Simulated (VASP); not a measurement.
# SrCl2 (Fm-3m) in VASP: a series of runs, part 2 of 2

VASP 6.6.1.

## (3) Relaxation of cell and atoms, r2SCAN

The input, POSCAR:

```
SrCl2
1.0
    0.0000000000      3.4997470000      3.4997470000
    3.4997470000      0.0000000000      3.4997470000
    3.4997470000      3.4997470000      0.0000000000
Sr Cl
1 2
Direct
    0.0000000000      0.0000000000      0.0000000000
    0.7500000000      0.7500000000      0.7500000000
    0.2500000000      0.2500000000      0.2500000000
```

The input, INCAR.step1:

```
SYSTEM = SrCl2
PREC = Accurate
ENCUT = 600
ISMEAR = 0
SIGMA = 0.02
LREAL = .False.
LASPH = .True.
NELM = 100
GGA = PE
ALGO = Normal
EDIFF = 1E-4
LWAVE = .True.
LCHARG = .False.
```

The input, INCAR.step2:

```
SYSTEM = SrCl2
PREC = Accurate
ENCUT = 600
EDIFF = 1E-7
ISMEAR = 0
SIGMA = 0.02
LREAL = .False.
LASPH = .True.
NELM = 100
ALGO = Normal
ISIF = 3
LWAVE = .False.
LCHARG = .False.
METAGGA = R2SCAN
LMIXTAU = .True.
IBRION = 2
NSW = 70
EDIFFG = -0.02
ISTART = 1
```

The input, KPOINTS:

```
Automatic mesh
0
Gamma
  6 6 6
  0 0 0
```

Potentials or basis: VASP PAW PBE potentials, release 64 (Sr_sv, Cl).

Command:

```
cat potpaw_PBE.64/Sr_sv/POTCAR potpaw_PBE.64/Cl/POTCAR > POTCAR
cp INCAR.step1 INCAR
mpirun -np 1 vasp_std > vasp.out
cp INCAR.step2 INCAR
mpirun -np 1 vasp_std > vasp.out
```

OUTCAR:

```text
SYSTEM = SrCl2
   PREC = Accurate
   ENCUT = 600
   EDIFF = 1E-7
   ISMEAR = 0
   LREAL = .False.
   LASPH = .True.
   NELM = 100
   ISIF = 3
   METAGGA = R2SCAN
   IBRION = 2
   NSW = 70
   EDIFFG = -0.02
   ISTART = 1

 ion  position               nearest neighbor table
   1  0.000  0.000  0.000-   2 3.03   3 3.03   2 3.03   2 3.03   2 3.03   3 3.03   3 3.03   3 3.03

   2  0.750  0.750  0.750-   1 3.03   1 3.03   1 3.03   1 3.03
   3  0.250  0.250  0.250-   1 3.03   1 3.03   1 3.03   1 3.03

  LATTYP: Found a face centered cubic cell.
 ALAT       =     6.9994940000

  Lattice vectors:

 A1 = (   0.0000000000,   3.4997470000,   3.4997470000)
 A2 = (   3.4997470000,   0.0000000000,   3.4997470000)
 A3 = (   3.4997470000,   3.4997470000,   0.0000000000)

Analysis of symmetry for initial positions (statically):
=====================================================================
 Subroutine PRICEL returns:
 Original cell was already a primitive cell.

 Routine SETGRP: Setting up the symmetry group for a
 face centered cubic supercell.

 Subroutine GETGRP returns: Found 48 space group operations
 (whereof 48 operations were pure point group operations)
 out of a pool of 48 trial point group operations.

The static configuration has the point symmetry O_h .

Analysis of symmetry for dynamics (positions and initial velocities):
=====================================================================
 Subroutine PRICEL returns:
 Original cell was already a primitive cell.

 Routine SETGRP: Setting up the symmetry group for a
 face centered cubic supercell.

 Subroutine GETGRP returns: Found 48 space group operations
 (whereof 48 operations were pure point group operations)
 out of a pool of 48 trial point group operations.

The dynamic configuration has the point symmetry O_h .

 Subroutine INISYM returns: Found 48 space group operations
 (whereof 48 operations are pure point group operations),
 and found     1 'primitive' translations

----------------------------------------------------------------------------------------

                                     Primitive cell

  volume of cell :      85.7314

  direct lattice vectors                    reciprocal lattice vectors
     0.000000000  3.499747000  3.499747000    -0.142867470  0.142867470  0.142867470
     3.499747000  0.000000000  3.499747000     0.142867470 -0.142867470  0.142867470
     3.499747000  3.499747000  0.000000000     0.142867470  0.142867470 -0.142867470

  length of vectors
     4.949389672  4.949389672  4.949389672     0.247453717  0.247453717  0.247453717

  position of ions in fractional coordinates (direct lattice)
     0.000000000  0.000000000  0.000000000
     0.750000000  0.750000000  0.750000000
     0.250000000  0.250000000  0.250000000

  ion indices of the primitive-cell ions
   primitive index   ion index
                 1           1
                 2           2
                 3           3

----------------------------------------------------------------------------------------

 KPOINTS: Automatic mesh

Automatic generation of k-mesh.
 Grid dimensions read from file:
 generate k-points for:    6    6    6

 Generating k-lattice:

  Cartesian coordinates                     Fractional coordinates (reciprocal lattice)
    -0.023811245  0.023811245  0.023811245     0.166666667  0.000000000  0.000000000
     0.023811245 -0.023811245  0.023811245     0.000000000  0.166666667  0.000000000
     0.023811245  0.023811245 -0.023811245     0.000000000  0.000000000  0.166666667

  Length of vectors
     0.041242286  0.041242286  0.041242286

  Shift w.r.t. Gamma in fractional coordinates (k-lattice)
     0.000000000  0.000000000  0.000000000

 Subroutine IBZKPT returns following result:
 ===========================================

 Found     16 irreducible k-points:

 Following reciprocal coordinates:
            Coordinates               Weight
  0.000000  0.000000  0.000000      1.000000
  0.166667  0.000000  0.000000      8.000000
  0.333333  0.000000  0.000000      8.000000
  0.500000  0.000000  0.000000      4.000000
  0.166667  0.166667  0.000000      6.000000
  0.333333  0.166667  0.000000     24.000000
[... 8 lines left out ...]
 -0.333333  0.333333  0.166667     24.000000
 -0.333333  0.500000  0.166667     12.000000
   k-points           NKPTS =     16   k-points in BZ     NKDIM =     16   number of bands    NBANDS=     16
   number of dos      NEDOS =    301   number of ions     NIONS =      3
   total plane-waves  NPLWV =  64000
   dimension x,y,z NGX =    40 NGY =   40 NGZ =   40
   dimension x,y,z NGXF=    80 NGYF=   80 NGZF=   80
   ions per type =               1   2
   NGX,Y,Z   is equivalent  to a cutoff of  13.44, 13.44, 13.44 a.u.
   NGXF,Y,Z  is equivalent  to a cutoff of  26.87, 26.87, 26.87 a.u.
 SYSTEM =  SrCl2
   PREC   = accura    normal or accurate (medium, high low for compatibility)
   ISTART =      1    job   : 0-new  1-cont  2-samecut
   ICHARG =      0    charge: 1-file 2-atom 10-const
   ISPIN  =      1    spin polarized calculation?
   LNONCOLLINEAR =      F non collinear calculations
   LSORBIT =      F    spin-orbit coupling
   LASPH  =      T    aspherical Exc in radial PAW
   ENCUT  =  600.0 eV  44.10 Ry    6.64 a.u.   9.89  9.89  9.89*2*pi/ulx,y,z
   NELM   =    100;   NELMIN=  2; NELMDL=  0     # of ELM steps
   EDIFF  = 0.1E-06   stopping-criterion for ELM
   LREAL  =      F    real-space projection
   EDIFFG = -.2E-01   stopping-criterion for IOM
   NSW    =     70    number of steps for IOM
   IBRION =      2    ionic relax: 0-MD 1-quasi-New 2-CG
   NFREE  =      1    steps in history (QN), initial steepest desc. (CG)
   ISIF   =      3    stress and relaxation
   ISYM   =      2    0-nonsym 1-usesym 2-fastsym
   POTIM  = 0.5000    time-step for ionic-motion
   TEBEG  =    0.0;   TEEND  =   0.0 temperature during run
   PSTRESS=    0.0 pullay stress
   NELECT =      24.0000    total number of electrons
   NUPDOWN=      -1.0000    fix difference up-down
   EMIN   =  10.00;   EMAX   =-10.00  energy-range for DOS
   EFERMI =   0.00;   METHOD = LEGACY
   ISMEAR =     0;   SIGMA  =   0.02  broadening in eV -4-tet -1-fermi 0-gaus
   EFERMI_NEDOS =   21; number of points for ismear=-14 and -15
   IALGO  =     38    algorithm
   IMIX   =      4    mixing-type and parameters
     AMIX     =   0.40;   BMIX     =  1.00
     AMIX_MAG =   1.60;   BMIX_MAG =  1.00
  volume/ion in A,a.u.               =      28.58       192.85
  Fermi-wavevector in a.u.,A,eV,Ry     =   1.070940  2.023784 15.604701  1.146913
  Thomas-Fermi vector in A             =   2.206666
   LORBIT       =      0    0 simple, 1 ext, 2 COOP (PROOUT), +10 PAW based schemes
   METAGGA = R2SCAN    functional components
   LHFCALC =     F    Hartree Fock is set to
   AEXX    =    0.0000 exact exchange contribution
   IVDW    =     0    specifies the selected vdW correction
   LEPSILON=     F    determine dielectric tensor
   LRPA    =     F    only Hartree local field effects (RPA)
 conjugate gradient relaxation of ions
 non-spin polarized calculation
 Gauss-broadening in eV      SIGMA  =   0.02
  energy-cutoff  :      600.00
  volume of cell :       85.73
 maximum number of plane-waves:      2884
   NGX = 19   NGY = 19   NGZ = 19

 number of electron      24.0000002 magnetization

 Free energy of the ion-electron system (eV)
  ---------------------------------------------------
  ext. energy  EPLUGINS =         0.00000000
  ---------------------------------------------------
  free energy    TOTEN  =       -35.69898130 eV

  energy without entropy =      -35.69898130  energy(sigma->0) =      -35.69898130

 E-fermi :  -0.1255     XC(G=0):  -8.7224

 val. band max:       -0.2853100863   @ k =   0.5000   0.5000   0.0000
 cond. band min:       5.6451777429   @ k =   0.0000   0.0000   0.0000
 fundamental gap:      5.9304878292
 Fermi energy:        -0.1254736948

 k-point     1 :       0.0000    0.0000    0.0000
  band No.  band energies     occupation
      1     -34.2676      2.00000
      2     -15.6334      2.00000
      3     -15.6334      2.00000
      4     -15.6334      2.00000
      5     -14.1414      2.00000
      6     -13.2867      2.00000
[... 281 lines left out ...]
      3     -15.7545      2.00000
      4     -15.6647      2.00000
      5     -13.5292      2.00000
      6     -13.4209      2.00000
[... 8 lines left out ...]
     15       7.5512      0.00000
     16       7.8306      0.00000

------------------------ aborting loop because EDIFF is reached ----------------------------------------

  FORCE on cell =-STRESS in cart. coord.  units (eV):
  Direction    XX          YY          ZZ          XY          YZ          ZX
  --------------------------------------------------------------------------------------
  -------------------------------------------------------------------------------------
  Total        0.0036463      0.0036463      0.0036463     -0.0000000     -0.0000000      0.0000000
  in kB        0.0681433      0.0681433      0.0681433     -0.0000000     -0.0000000      0.0000000
  external PRESSURE =       0.0681433 kB  Pullay stress =       0.0000000 kB

 VOLUME and BASIS-vectors are now :
 -----------------------------------------------------------------------------
  energy-cutoff  :      600.00
  volume of cell :       85.73
      direct lattice vectors                 reciprocal lattice vectors
     0.000000000  3.499747000  3.499747000    -0.142867470  0.142867470  0.142867470
     3.499747000  0.000000000  3.499747000     0.142867470 -0.142867470  0.142867470
     3.499747000  3.499747000  0.000000000     0.142867470  0.142867470 -0.142867470

 POSITION                                       TOTAL-FORCE (eV/Angst)
 -----------------------------------------------------------------------------------
      0.00000      0.00000      0.00000        -0.000000     -0.000000      0.000000
      5.24962      5.24962      5.24962        -0.000000     -0.000000     -0.000000
      1.74987      1.74987      1.74987         0.000000      0.000000      0.000000
 -----------------------------------------------------------------------------------
    total drift:                               -0.000000     -0.000000      0.000000

  FREE ENERGIE OF THE ION-ELECTRON SYSTEM (eV)
  ---------------------------------------------------
  free  energy   TOTEN  =       -35.6989813026 eV

  energy  without entropy=      -35.6989813026  energy(sigma->0) =      -35.69898130

 reached required accuracy - stopping structural energy minimisation
```

It took 67 s on 1 thread of Intel Xeon 6975P-C (Granite Rapids), shared host; peak memory 0.26 GiB.

What came out:

```yaml
Free_energy: -35.6990 eV
Pressure_after_relaxing: 0.0 GPa
Band_gap_on_the_k_mesh: 5.93 eV, indirect (least direct gap 6.00 eV)
```

Final structure:
```
Sr Cl
1.0
     0.00000    3.49975    3.49975
     3.49975    0.00000    3.49975
     3.49975    3.49975    0.00000
Sr Cl
1 2
Direct
  0.00000 0.00000 0.00000
  0.75000 0.75000 0.75000
  0.25000 0.25000 0.25000
```

Levels at points of the mesh, in eV from the valence-band top:
```csv
k point,band 9,band 10,band 11,band 12,band 13,band 14,band 15,band 16
"(0.00, 0.00, 0.00)",-2.12,-0.34,-0.34,-0.34,5.93,6.69,6.69,9.61
"(0.50, 0.00, 0.00)",-1.47,-1.33,-1.05,-1.05,7.28,7.28,8.22,8.22
"(0.50, 0.50, 0.00)",-1.90,-0.39,-0.39,0.00,6.00,7.76,8.19,8.68
```

Caveat: the relaxation stopped at its first step, so nothing moved; the PAW data sets were made with another functional, which shifts forces and pressure a little.
